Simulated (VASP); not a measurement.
# CdTe (F-43m) in VASP: notebook

The runs below take CdTe through single point, relaxation of cell and atoms, with LDA, BLYP.

All numbers are computed with VASP 6.6.1; they aren't measurements. Logs are shortened: lines on timing, memory, paths and dates and some standing lists are left out, and cuts for length are marked.

**What was measured.**

From a printed reference work, data compilation, for a bulk crystal of CdTe at 0 K: band gap 1.607 eV.

The runs below are set against these values where they give the same quantity.

### Step 1. The cell of the first run

The structure is cubic, space group F-43m (No. 216). The conventional cell has a = 6.410 Å, b = 6.410 Å, c = 6.410 Å, α = 90.00°, β = 90.00°, γ = 90.00°. Te (site symmetry -43m) has 4 Cd at 2.78 Å within 3.7 Å. Cd (site symmetry -43m) has 4 Te at 2.78 Å within 3.7 Å.

### Step 2. Single point, LDA

INCAR

```
ALGO     = Normal         # electronic algorithm
EDIFF    = 1E-7           # SCF threshold, eV
ENCUT    = 520            # plane-wave cutoff, eV
ISIF     = 2              # what is computed and relaxed
ISMEAR   = 0              # smearing method
LASPH    = True           # aspherical terms in the spheres
LCHARG   = True           # write CHGCAR
LELF     = True           # ELF
LREAL    = False          # projectors in reciprocal space
LVHAR    = True         
LWAVE    = False          # write WAVECAR
NBANDS   = 16             # bands
NELM     = 100            # most SCF steps
PREC     = Accurate       # precision mode
SIGMA    = 0.05           # smearing width, eV
```

KPOINTS

```
k-points
0
Gamma
  7 7 7
```

POSCAR

```
CdTe
1.0
    0.0000000000      3.2050000000      3.2050000000
    3.2050000000      0.0000000000      3.2050000000
    3.2050000000      3.2050000000      0.0000000000
Te Cd
1 1
Direct
    0.7500000000      0.7500000000      0.7500000000
    0.0000000000      0.0000000000      0.0000000000
```

Potentials or basis: VASP PAW LDA potentials, release 64 (Te, Cd).

Run with:

```console
$ cat potpaw_LDA.64/Te/POTCAR potpaw_LDA.64/Cd/POTCAR > POTCAR
$ mpirun -np 1 vasp_std > vasp.out
```

OUTCAR:

```text
EDIFF = 1E-7
   ENCUT = 520
   ISIF = 2
   ISMEAR = 0
   LASPH = True
   LREAL = False
   NELM = 100
   PREC = Accurate

 ion  position               nearest neighbor table
   1  0.750  0.750  0.750-   2 2.78   2 2.78   2 2.78   2 2.78
   2  0.000  0.000  0.000-   1 2.78   1 2.78   1 2.78   1 2.78

  LATTYP: Found a face centered cubic cell.
 ALAT       =     6.4100000000

  Lattice vectors:

 A1 = (   0.0000000000,   3.2050000000,   3.2050000000)
 A2 = (   3.2050000000,   0.0000000000,   3.2050000000)
 A3 = (   3.2050000000,   3.2050000000,   0.0000000000)

Analysis of symmetry for initial positions (statically):
=====================================================================
 Subroutine PRICEL returns:
 Original cell was already a primitive cell.

 Routine SETGRP: Setting up the symmetry group for a
 face centered cubic supercell.

 Subroutine GETGRP returns: Found 24 space group operations
 (whereof 24 operations were pure point group operations)
 out of a pool of 48 trial point group operations.

The static configuration has the point symmetry T_d .

Analysis of symmetry for dynamics (positions and initial velocities):
=====================================================================
 Subroutine PRICEL returns:
 Original cell was already a primitive cell.

 Routine SETGRP: Setting up the symmetry group for a
 face centered cubic supercell.

 Subroutine GETGRP returns: Found 24 space group operations
 (whereof 24 operations were pure point group operations)
 out of a pool of 48 trial point group operations.

The dynamic configuration has the point symmetry T_d .

 Subroutine INISYM returns: Found 24 space group operations
 (whereof 24 operations are pure point group operations),
 and found     1 'primitive' translations

----------------------------------------------------------------------------------------

                                     Primitive cell

  volume of cell :      65.8437

  direct lattice vectors                    reciprocal lattice vectors
     0.000000000  3.205000000  3.205000000    -0.156006240  0.156006240  0.156006240
     3.205000000  0.000000000  3.205000000     0.156006240 -0.156006240  0.156006240
     3.205000000  3.205000000  0.000000000     0.156006240  0.156006240 -0.156006240

  length of vectors
     4.532554467  4.532554467  4.532554467     0.270210734  0.270210734  0.270210734

  position of ions in fractional coordinates (direct lattice)
     0.750000000  0.750000000  0.750000000
     0.000000000  0.000000000  0.000000000

  ion indices of the primitive-cell ions
   primitive index   ion index
                 1           1
                 2           2

----------------------------------------------------------------------------------------

 KPOINTS: k-points

Automatic generation of k-mesh.
 Grid dimensions read from file:
 generate k-points for:    7    7    7

 Generating k-lattice:

  Cartesian coordinates                     Fractional coordinates (reciprocal lattice)
    -0.022286606  0.022286606  0.022286606     0.142857143  0.000000000  0.000000000
     0.022286606 -0.022286606  0.022286606     0.000000000  0.142857143  0.000000000
     0.022286606  0.022286606 -0.022286606     0.000000000  0.000000000  0.142857143

  Length of vectors
     0.038601533  0.038601533  0.038601533

  Shift w.r.t. Gamma in fractional coordinates (k-lattice)
     0.000000000  0.000000000  0.000000000

 Subroutine IBZKPT returns following result:
 ===========================================

 Found     20 irreducible k-points:

 Following reciprocal coordinates:
            Coordinates               Weight
  0.000000  0.000000  0.000000      1.000000
  0.142857  0.000000  0.000000      8.000000
  0.285714  0.000000  0.000000      8.000000
  0.428571  0.000000  0.000000      8.000000
  0.142857  0.142857  0.000000      6.000000
  0.285714  0.142857  0.000000     24.000000
[... 12 lines left out ...]
 -0.428571  0.428571  0.142857     24.000000
 -0.285714  0.428571  0.142857     24.000000
   k-points           NKPTS =     20   k-points in BZ     NKDIM =     20   number of bands    NBANDS=     16
   number of dos      NEDOS =    301   number of ions     NIONS =      2
   total plane-waves  NPLWV =  46656
   dimension x,y,z NGX =    36 NGY =   36 NGZ =   36
   dimension x,y,z NGXF=    72 NGYF=   72 NGZF=   72
   ions per type =               1   1
   NGX,Y,Z   is equivalent  to a cutoff of  13.20, 13.20, 13.20 a.u.
   NGXF,Y,Z  is equivalent  to a cutoff of  26.41, 26.41, 26.41 a.u.
 SYSTEM =  unknown system
   PREC   = accura    normal or accurate (medium, high low for compatibility)
   ISTART =      0    job   : 0-new  1-cont  2-samecut
   ICHARG =      2    charge: 1-file 2-atom 10-const
   ISPIN  =      1    spin polarized calculation?
   LNONCOLLINEAR =      F non collinear calculations
   LSORBIT =      F    spin-orbit coupling
   LASPH  =      T    aspherical Exc in radial PAW
   ENCUT  =  520.0 eV  38.22 Ry    6.18 a.u.   8.43  8.43  8.43*2*pi/ulx,y,z
   NELM   =    100;   NELMIN=  2; NELMDL= -5     # of ELM steps
   EDIFF  = 0.1E-06   stopping-criterion for ELM
   LREAL  =      F    real-space projection
   EDIFFG = 0.1E-05   stopping-criterion for IOM
   NSW    =      0    number of steps for IOM
   IBRION =     -1    ionic relax: 0-MD 1-quasi-New 2-CG
   NFREE  =      0    steps in history (QN), initial steepest desc. (CG)
   ISIF   =      2    stress and relaxation
   ISYM   =      2    0-nonsym 1-usesym 2-fastsym
   POTIM  = 0.5000    time-step for ionic-motion
   TEBEG  =    0.0;   TEEND  =   0.0 temperature during run
   PSTRESS=    0.0 pullay stress
   NELECT =      18.0000    total number of electrons
   NUPDOWN=      -1.0000    fix difference up-down
   EMIN   =  10.00;   EMAX   =-10.00  energy-range for DOS
   EFERMI =   0.00;   METHOD = LEGACY
   ISMEAR =     0;   SIGMA  =   0.05  broadening in eV -4-tet -1-fermi 0-gaus
   EFERMI_NEDOS =   21; number of points for ismear=-14 and -15
   IALGO  =     38    algorithm
   IMIX   =      4    mixing-type and parameters
     AMIX     =   0.40;   BMIX     =  1.00
     AMIX_MAG =   1.60;   BMIX_MAG =  1.00
  volume/ion in A,a.u.               =      32.92       222.17
  Fermi-wavevector in a.u.,A,eV,Ry     =   1.062497  2.007828 15.359610  1.128899
[... 36 lines left out ...]
      2      -5.9462      2.00000
      3      -5.9462      2.00000
      4      -5.9462      2.00000
      5      -5.6568      2.00000
      6      -5.6568      2.00000
[... 8 lines left out ...]
     15      11.8601      0.00000
     16      11.8601      0.00000

 k-point     2 :       0.1429    0.0000    0.0000
  band No.  band energies     occupation
      1      -8.8857      2.00000
      2      -5.9304      2.00000
      3      -5.9304      2.00000
      4      -5.8854      2.00000
      5      -5.6582      2.00000
      6      -5.6582      2.00000
[... 8 lines left out ...]
     15      10.9786      0.00000
     16      10.9786      0.00000

 k-point     3 :       0.2857    0.0000    0.0000
  band No.  band energies     occupation
      1      -8.6999      2.00000
      2      -5.8988      2.00000
      3      -5.8988      2.00000
      4      -5.6718      2.00000
      5      -5.6565      2.00000
      6      -5.6565      2.00000
[... 8 lines left out ...]
     15      10.9956      0.00000
     16      10.9956      0.00000

 k-point     4 :       0.4286    0.0000    0.0000
  band No.  band energies     occupation
      1      -8.5524      2.00000
      2      -5.8786      2.00000
      3      -5.8786      2.00000
      4      -5.6489      2.00000
      5      -5.6489      2.00000
      6      -5.3529      2.00000
[... 8 lines left out ...]
     15      12.2401      0.00000
     16      12.2401      0.00000

 k-point     5 :       0.1429    0.1429    0.0000
  band No.  band energies     occupation
      1      -8.8585      2.00000
      2      -5.9150      2.00000
      3      -5.9150      2.00000
      4      -5.8868      2.00000
      5      -5.6657      2.00000
      6      -5.6505      2.00000
[... 8 lines left out ...]
     15      11.1699      0.00000
     16      12.0350      0.00000

 k-point     6 :       0.2857    0.1429    0.0000
  band No.  band energies     occupation
      1      -8.7078      2.00000
      2      -5.8915      2.00000
      3      -5.8807      2.00000
      4      -5.7503      2.00000
      5      -5.6470      2.00000
      6      -5.6454      2.00000
[... 8 lines left out ...]
     15      11.8811      0.00000
     16      11.9062      0.00000

 k-point     7 :       0.4286    0.1429    0.0000
  band No.  band energies     occupation
      1      -8.5491      2.00000
      2      -5.8709      2.00000
      3      -5.8572      2.00000
      4      -5.6815      2.00000
      5      -5.6426      2.00000
      6      -5.3953      2.00000
[... 8 lines left out ...]
     15      11.9878      0.00000
     16      12.7733      0.00000

 k-point     8 :      -0.4286    0.1429    0.0000
  band No.  band energies     occupation
      1      -8.5013      2.00000
      2      -5.8636      2.00000
      3      -5.8568      2.00000
      4      -5.6609      2.00000
      5      -5.6510      2.00000
      6      -5.2439      2.00000
[... 8 lines left out ...]
     15      11.9999      0.00000
     16      12.1654      0.00000

 k-point     9 :      -0.2857    0.1429    0.0000
  band No.  band energies     occupation
      1      -8.5973      2.00000
      2      -5.8785      2.00000
      3      -5.8712      2.00000
      4      -5.6652      2.00000
      5      -5.6628      2.00000
      6      -5.4967      2.00000
[... 8 lines left out ...]
     15      11.4448      0.00000
     16      12.8214      0.00000
[... 96 lines left out ...]
 k-point    15 :       0.4286    0.4286    0.0000
  band No.  band energies     occupation
      1      -8.4247      2.00000
      2      -5.7770      2.00000
      3      -5.7736      2.00000
      4      -5.7736      2.00000
      5      -5.6250      2.00000
      6      -5.2200      2.00000
[... 8 lines left out ...]
     15      13.1659      0.00000
     16      14.5768      0.00000

 k-point    16 :      -0.4286    0.4286    0.0000
  band No.  band energies     occupation
      1      -8.4001      2.00000
      2      -5.8018      2.00000
      3      -5.7728      2.00000
      4      -5.7399      2.00000
      5      -5.6306      2.00000
      6      -5.1047      2.00000
[... 8 lines left out ...]
     15      12.9283      0.00000
     16      14.2259      0.00000

 k-point    17 :       0.4286    0.2857    0.1429
  band No.  band energies     occupation
      1      -8.5717      2.00000
      2      -5.8598      2.00000
      3      -5.8485      2.00000
      4      -5.7098      2.00000
      5      -5.6442      2.00000
      6      -5.4804      2.00000
[... 8 lines left out ...]
     15      12.7560      0.00000
     16      13.2597      0.00000

 k-point    18 :      -0.4286    0.2857    0.1429
  band No.  band energies     occupation
      1      -8.4659      2.00000
      2      -5.8432      2.00000
      3      -5.8291      2.00000
      4      -5.6866      2.00000
      5      -5.6498      2.00000
      6      -5.2083      2.00000
[... 8 lines left out ...]
     15      12.4021      0.00000
     16      13.2691      0.00000

 k-point    19 :      -0.4286    0.4286    0.1429
  band No.  band energies     occupation
      1      -8.4206      2.00000
      2      -5.8059      2.00000
      3      -5.8023      2.00000
      4      -5.7212      2.00000
      5      -5.6382      2.00000
      6      -5.1435      2.00000
[... 8 lines left out ...]
     15      13.1933      0.00000
     16      14.0168      0.00000

 k-point    20 :      -0.2857    0.4286    0.1429
  band No.  band energies     occupation
      1      -8.4100      2.00000
      2      -5.8206      2.00000
      3      -5.8035      2.00000
      4      -5.6933      2.00000
      5      -5.6544      2.00000
      6      -5.0675      2.00000
[... 8 lines left out ...]
     15      12.6094      0.00000
     16      14.4632      0.00000

------------------------ aborting loop because EDIFF is reached ----------------------------------------

  FORCE on cell =-STRESS in cart. coord.  units (eV):
  Direction    XX          YY          ZZ          XY          YZ          ZX
  --------------------------------------------------------------------------------------
  -------------------------------------------------------------------------------------
  Total        0.0991148      0.0991148      0.0991148     -0.0000000      0.0000000     -0.0000000
  in kB        2.4117646      2.4117646      2.4117646     -0.0000000      0.0000000     -0.0000000
  external PRESSURE =       2.4117646 kB  Pullay stress =       0.0000000 kB

 VOLUME and BASIS-vectors are now :
 -----------------------------------------------------------------------------
  energy-cutoff  :      520.00
  volume of cell :       65.84
      direct lattice vectors                 reciprocal lattice vectors
     0.000000000  3.205000000  3.205000000    -0.156006240  0.156006240  0.156006240
     3.205000000  0.000000000  3.205000000     0.156006240 -0.156006240  0.156006240
     3.205000000  3.205000000  0.000000000     0.156006240  0.156006240 -0.156006240

 POSITION                                       TOTAL-FORCE (eV/Angst)
 -----------------------------------------------------------------------------------
      4.80750      4.80750      4.80750         0.000000      0.000000      0.000000
      0.00000      0.00000      0.00000        -0.000000     -0.000000     -0.000000
 -----------------------------------------------------------------------------------
    total drift:                               -0.000000     -0.000000     -0.000000

  FREE ENERGIE OF THE ION-ELECTRON SYSTEM (eV)
  ---------------------------------------------------
  free  energy   TOTEN  =        -6.0491465965 eV

  energy  without entropy=       -6.0491465965  energy(sigma->0) =       -6.04914660
```

It took 42 s on 1 thread of AMD EPYC 7R13, shared host; peak memory 0.15 GiB.

What came out:

- Free energy: -6.0491 eV
- Pressure: 0.2 GPa
- Band gap on the k mesh: 0.65 eV, direct

Caveat: spin-orbit coupling is left out, which moves the levels of the heavy elements.

### Step 3. Single point, BLYP

This run uses another cell than the first one, of 38.67 Å³/atom, 1.175 times its volume.

INCAR

```
PREC = Accurate
ENCUT = 520
EDIFF = 1E-7
ISMEAR = -1
SIGMA = 0.05
LREAL = False
LASPH = True
NELM = 60
ALGO = Normal
ISIF = 2
LWAVE = False
LCHARG = False
GGA = B5
ALDAX = 1.0
AGGAX = 1.0
AGGAC = 1.0
ALDAC = 0.0
NBANDS = 16
```

KPOINTS

```
regular mesh
0
Gamma
  7 7 7
```

POSCAR

```
CdTe
1.0
    0.0000000000      3.3816006484      3.3816006484
    3.3816006484      0.0000000000      3.3816006484
    3.3816006484      3.3816006484      0.0000000000
Te Cd
1 1
Direct
    0.7500000000      0.7500000000      0.7500000000
    0.0000000000      0.0000000000      0.0000000000
```

Potentials or basis: VASP PAW PBE potentials, release 64 (Te, Cd).

Run with:

```console
$ cat potpaw_PBE.64/Te/POTCAR potpaw_PBE.64/Cd/POTCAR > POTCAR
$ mpirun -np 1 vasp_std > vasp.out
```

Run time: 79 s. Hardware: 1 thread of AMD EPYC 7R13, shared host; peak memory 0.18 GiB.

Results (log left out):

```
Free energy            : -3.8289 eV
Pressure               : 0.2 GPa
Band gap on the k mesh : 0.32 eV, direct
```

Levels at points of the mesh, in eV from the valence-band top:
| k point | band 7 | band 8 | band 9 | band 10 | band 11 | band 12 |
| --- | --- | --- | --- | --- | --- | --- |
| (0.00, 0.00, 0.00) | 0.00 | 0.00 | 0.00 | 0.32 | 4.67 | 4.67 |

Caveat: the PAW data sets were made with another functional, which shifts forces and pressure a little; spin-orbit coupling is left out, which moves the levels of the heavy elements.

### Step 4. Relaxation of cell and atoms, BLYP

INCAR

```
SYSTEM = CdTe
PREC = Accurate ; ENCUT = 600
EDIFF = 1E-6 ; ISMEAR = -1
SIGMA = 0.05 ; LREAL = .FALSE.
LASPH = .TRUE. ; NELM = 60
ALGO = Normal ; ISIF = 3
LWAVE = .FALSE. ; LCHARG = .FALSE.
GGA = B5 ; ALDAX = 1.0
AGGAX = 1.0 ; AGGAC = 1.0
ALDAC = 0.0 ; IBRION = 2
NSW = 80 ; EDIFFG = -0.02
```

KPOINTS

```
Automatic mesh
0
G
  7 7 7
  0 0 0
```

POSCAR

```
CdTe
1.0
    0.0000000000      3.2050000000      3.2050000000
    3.2050000000      0.0000000000      3.2050000000
    3.2050000000      3.2050000000      0.0000000000
Te Cd
1 1
Direct
    0.7500000000      0.7500000000      0.7500000000
    0.0000000000      0.0000000000      0.0000000000
```

Run with:

```console
$ cat potpaw_PBE.64/Te/POTCAR potpaw_PBE.64/Cd/POTCAR > POTCAR
$ mpirun -np 1 vasp_std > vasp.out
```

Run time: 3 min. Hardware: 1 thread of AMD EPYC 7R13, shared host; peak memory 0.2 GiB.

It converged, with:

* Free energy: -3.8269 eV
* Relaxed volume: 38.82 Å³/atom
* Relaxed cell: a = 4.788 Å, b = 4.788 Å, c = 4.788 Å, α = 60.00°, β = 60.00°, γ = 60.00°
* Space group after relaxing (to 0.05 Å): F-43m (No. 216)
* Energy gained by relaxing: 114.2 meV/atom
* Ionic steps: 3
* Pressure after relaxing: 0.1 GPa
* Band gap on the k mesh: 0.30 eV, direct

Step by step:
| step | energy change (eV) | largest force (eV/Å) | pressure (GPa) | volume (Å³) |
| --- | --- | --- | --- | --- |
| 1 | 0.0000 | 0.0000 | 7.22 | 65.84 |
| 2 | -0.2171 | 0.0000 | -1.06 | 81.02 |
| 3 | -0.2283 | 0.0000 | 0.06 | 77.63 |

Final structure:
```
Te Cd
1.0
     0.00000    3.38589    3.38589
     3.38589    0.00000    3.38589
     3.38589    3.38589    0.00000
Te Cd
1 1
Direct
  0.75000 0.75000 0.75000
  0.00000 0.00000 0.00000
```

Levels at points of the mesh, in eV from the valence-band top:
```
           k point  band 6  band 7  band 8  band 9  band 10  band 11  band 12  band 13
(0.00, 0.00, 0.00)   -7.81    0.00    0.00    0.00     0.30     4.67     4.67     4.67
```

Caveat: the volume moved by over 15 % at a fixed basis, so the end points are rough; the PAW data sets were made with another functional, which shifts forces and pressure a little; spin-orbit coupling is left out, which moves the levels of the heavy elements; the volume moved by +18 % from the deposited cell, more than functionals usually miss.

### Step 5. The runs side by side

```tsv
task	level	potentials or basis	cell	cutoff (eV)	smearing	gap on the mesh (eV)	pressure (GPa)
single point	LDA	VASP PAW LDA potentials, release 64 (Te, Cd)	a = 4.533 Å, angles 60.0°, 2 atoms	520	gaussian 0.05 eV	0.65	0.2
single point	BLYP	VASP PAW PBE potentials, release 64 (Te, Cd)	a = 4.782 Å, angles 60.0°, 2 atoms	520	fermi-dirac 0.05 eV	0.32	0.2
relaxation of cell and atoms	BLYP	VASP PAW PBE potentials, release 64 (Te, Cd)	relaxed from a = 4.533 Å, angles 60.0°, 2 atoms	600	fermi-dirac 0.05 eV	0.30	0.1
```

Alike in all rows: no spin polarisation; k mesh 7 × 7 × 7.

Caveats: spin-orbit coupling is left out, which moves the levels of the heavy elements; the PAW data sets were made with another functional, which shifts forces and pressure a little (some runs); the volume moved by over 15 % at a fixed basis, so the end points are rough (some runs); the volume moved by +18 % from the deposited cell, more than functionals usually miss (some runs).

Total energies depend on the potentials used, so only differences within one code and one set of settings carry meaning.

### Step 6. How close it comes

Step 2. A measured gap of CdTe is 1.607 eV (0 K; a printed reference work, data compilation); the calculated 0.65 eV misses it by -0.95 eV. Spin-orbit coupling on Cd, Te is left out. The value is that of LDA, without temperature or zero-point motion. Semilocal functionals fall short of measured gaps as a rule.

Step 3. Measured gap of CdTe: 1.607 eV (0 K; a printed reference work, data compilation). This calculation gives 0.32 eV (-1.29 eV). So large a miss can be the level of theory's own, or it may mean another phase, state or a wrong row. Spin-orbit coupling on Cd, Te is left out. The value is that of BLYP, without temperature or zero-point motion. Semilocal functionals fall short of measured gaps as a rule.
